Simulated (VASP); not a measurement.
A run of VASP 6.6.1 is set up as follows.

Contents of POSCAR:

```
Ta2C
3.1059
    1.000000000000      0.000000000000      0.000000000000
   -0.500000000000      0.866025403780      0.000000000000
    0.000000000000      0.000000000000      1.592581860330
Ta C
2 1
Direct
    0.6666666667      0.3333333333      0.7479900000
    0.3333333333      0.6666666667      0.2520100000
    0.0000000000      0.0000000000      0.0000000000
```

INCAR.step1

```
PREC = Accurate ; ENCUT = 520
EDIFF = 1E-5 ; ISMEAR = -1
SIGMA = 0.05 ; LREAL = False
LASPH = True ; NELM = 60
ALGO = Normal ; ISIF = 2
LWAVE = True ; LCHARG = False
LMAXMIX = 4 ; GGA = PE
```

File INCAR.step2:

```
PREC = Accurate ; ENCUT = 520
EDIFF = 1E-7 ; ISMEAR = -1
SIGMA = 0.05 ; LREAL = False
LASPH = True ; NELM = 60
ALGO = Normal ; ISIF = 2
LWAVE = False ; LCHARG = False
LMAXMIX = 4 ; METAGGA = MBJ
ISTART = 1
```

KPOINTS

```
Automatic mesh
0
Gamma
  10 10 6
```

The input KPOINTS_OPT:

```
path GMKGALHA,LM,KH
20
line-mode
reciprocal
 0.0000000000  0.0000000000  0.0000000000  G
 0.5000000000  0.0000000000  0.0000000000  M

 0.5000000000  0.0000000000  0.0000000000  M
 0.3333333333  0.3333333333  0.0000000000  K

 0.3333333333  0.3333333333  0.0000000000  K
 0.0000000000  0.0000000000  0.0000000000  G

 0.0000000000  0.0000000000  0.0000000000  G
 0.0000000000  0.0000000000  0.5000000000  A

 0.0000000000  0.0000000000  0.5000000000  A
 0.5000000000  0.0000000000  0.5000000000  L

 0.5000000000  0.0000000000  0.5000000000  L
 0.3333333333  0.3333333333  0.5000000000  H

 0.3333333333  0.3333333333  0.5000000000  H
 0.0000000000  0.0000000000  0.5000000000  A

 0.5000000000  0.0000000000  0.5000000000  L
 0.5000000000  0.0000000000  0.0000000000  M

 0.3333333333  0.3333333333  0.0000000000  K
 0.3333333333  0.3333333333  0.5000000000  H
```

Potentials or basis: VASP PAW PBE potentials, release 54 (Ta_pv, C).

Command:

```sh
$ cat potpaw_PBE.54/Ta_pv/POTCAR potpaw_PBE.54/C/POTCAR > POTCAR
$ cp INCAR.step1 INCAR
$ mpirun -np 1 vasp_std > vasp.out
$ cp INCAR.step2 INCAR
$ mpirun -np 1 vasp_std > vasp.out
```

Estimate the band gap along the path.

none (metal or under the smearing width).

Levels at the corners of the path, in eV from the Fermi level:
| point | band 10 | band 11 | band 12 | band 13 | band 14 | band 15 | band 16 | band 17 |
| --- | --- | --- | --- | --- | --- | --- | --- | --- |
| Γ | -3.86 | -3.24 | -0.04 | 0.47 | 0.47 | 1.08 | 1.08 | 2.38 |
| M | -4.23 | -3.68 | -1.92 | -0.44 | 3.28 | 3.44 | 4.43 | 5.05 |
| M | -4.23 | -3.68 | -1.92 | -0.44 | 3.28 | 3.44 | 4.43 | 5.06 |
| K | -4.12 | -2.52 | -1.95 | -1.95 | 2.58 | 2.58 | 3.68 | 4.09 |
| K | -4.12 | -2.52 | -1.95 | -1.95 | 2.58 | 2.58 | 3.68 | 4.09 |
| Γ | -3.86 | -3.24 | -0.04 | 0.47 | 0.47 | 1.08 | 1.08 | 2.38 |
| Γ | -3.86 | -3.24 | -0.04 | 0.47 | 0.47 | 1.08 | 1.08 | 2.38 |
| A | -4.09 | -1.88 | -1.74 | -0.25 | -0.25 | 2.79 | 2.79 | 3.49 |
| A | -4.09 | -1.88 | -1.74 | -0.25 | -0.25 | 2.79 | 2.79 | 3.49 |
| L | -3.84 | -2.50 | -1.30 | -1.16 | 1.43 | 1.48 | 4.28 | 4.82 |
| L | -3.84 | -2.50 | -1.30 | -1.16 | 1.43 | 1.48 | 4.28 | 4.80 |
| H | -4.37 | -1.58 | -1.28 | -1.28 | 1.30 | 2.31 | 2.31 | 5.10 |
| H | -4.37 | -1.58 | -1.28 | -1.28 | 1.30 | 2.31 | 2.31 | 5.10 |
| A | -4.09 | -1.88 | -1.74 | -0.25 | -0.25 | 2.79 | 2.79 | 3.49 |
| L | -3.84 | -2.50 | -1.30 | -1.16 | 1.43 | 1.48 | 4.28 | 4.86 |
| M | -4.23 | -3.68 | -1.92 | -0.44 | 3.28 | 3.44 | 4.43 | 5.16 |
| K | -4.12 | -2.52 | -1.95 | -1.95 | 2.58 | 2.58 | 3.68 | 4.09 |
| H | -4.37 | -1.58 | -1.28 | -1.28 | 1.30 | 2.31 | 2.31 | 5.10 |

Caveat: spin-orbit coupling is left out, which moves the levels of the heavy elements.
